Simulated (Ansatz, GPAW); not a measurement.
# MnS: 3 runs at one level of theory

```
Mn S
1.0
     0.00000    2.60450    2.60450
     2.60450    0.00000    2.60450
     2.60450    2.60450    0.00000
Mn S
1 1
Direct
  0.00000 0.00000 0.00000
  0.50000 0.50000 0.50000
```

Alike in all runs: task single point; functional PBE; k mesh 9 × 9 × 9; occupations gaussian, width 0.015 eV; collinear spin, ferromagnetic start; no spin-orbit coupling. The measured crystal is an antiferromagnetic insulator; the state found here is the runs' own. Pressure is positive in compression and, in plane waves, holds the error of the finite cutoff, which Ansatz's Pulay term estimates and takes out.

```
                        program and potentials  plane-wave cutoff (eV)                             notes  pressure (GPa)  net moment per atom (μB)
                            Ansatz, Ansatz PAW                     420  Pulay term of +0.04 GPa included           -2.84                      2.36
Ansatz, all-electron LAPW, scalar-relativistic                       -                                 -           -2.83                      2.36
    GPAW, GPAW PAW data sets (gpaw-data 1.2.1)                     600                                 -           -2.79                      2.36
```

The pressure spans -2.84 (Ansatz, Ansatz PAW) to -2.79 GPa (GPAW, GPAW PAW data sets (gpaw-data 1.2.1)), with all-electron results at -2.83. All agree on the net moment per atom. The state is the one that the start led to, which needn't be the lowest.

The functional is the same throughout but for its coding, so the spread measures potentials, basis and numerics; runs on potential files found faulty are left out.
